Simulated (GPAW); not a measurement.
The system is TaS2.

```xyz
3
Lattice="3.3500 0.0000 0.0000 -1.6750 2.9012 0.0000 0.0000 0.0000 5.8600" Properties=species:S:1:pos:R:3 pbc="T T T"
Ta    0.0000    0.0000    0.0000
S     1.6750    0.9671    4.3950
S     0.0000    1.9341    1.4650
```

Base run:

| Quantity | Value |
| --- | --- |
| Program | GPAW 26.7.0 |
| Functional | PBE |
| Potentials or basis | GPAW PAW data sets (gpaw-data 1.2.1) |
| Cutoff | 500 eV |
| Basis | pw |
| k mesh | 7 × 7 × 4 |
| Occupations | fermi-dirac, width 0.05 eV |
| Spin | no spin polarisation |

Its results: pressure 9.4 GPa; largest force 1.251 eV/Å.

**Question.** After a change of settings the same cell gave: pressure 3.8 GPa; largest force 1.075 eV/Å. Which change was it?
A. cutoff from 500 eV to 600 eV; k mesh from 7 × 7 × 4 to 9 × 9 × 5
B. cutoff from 500 eV to 600 eV; k mesh from 7 × 7 × 4 to 9 × 9 × 5; occupations from fermi-dirac, width 0.05 eV to gaussian, width 0.011 eV
C. functional from PBE to LDA; potentials or basis from GPAW PAW data sets (gpaw-data 1.2.1) to the program's PAW data sets (release 1.2.1) made for this functional, other valence; cutoff from 500 eV to 600 eV; valence electrons from 25 to 17
D. cutoff from 500 eV to 600 eV; spin from no spin polarisation to spin-orbit coupling, no magnetisation

**Answer.** C.

Caveats: the cutoff is short for stress and forces, so pressures can be off by a GPa or more (some runs); this functional lacks dispersion, which binds the layers, so the pressure and a relaxed spacing across them are unreliable (some runs); forces of over 1 eV/Å show positions far from the minimum, so gaps and moduli don't describe the material at rest (some runs).
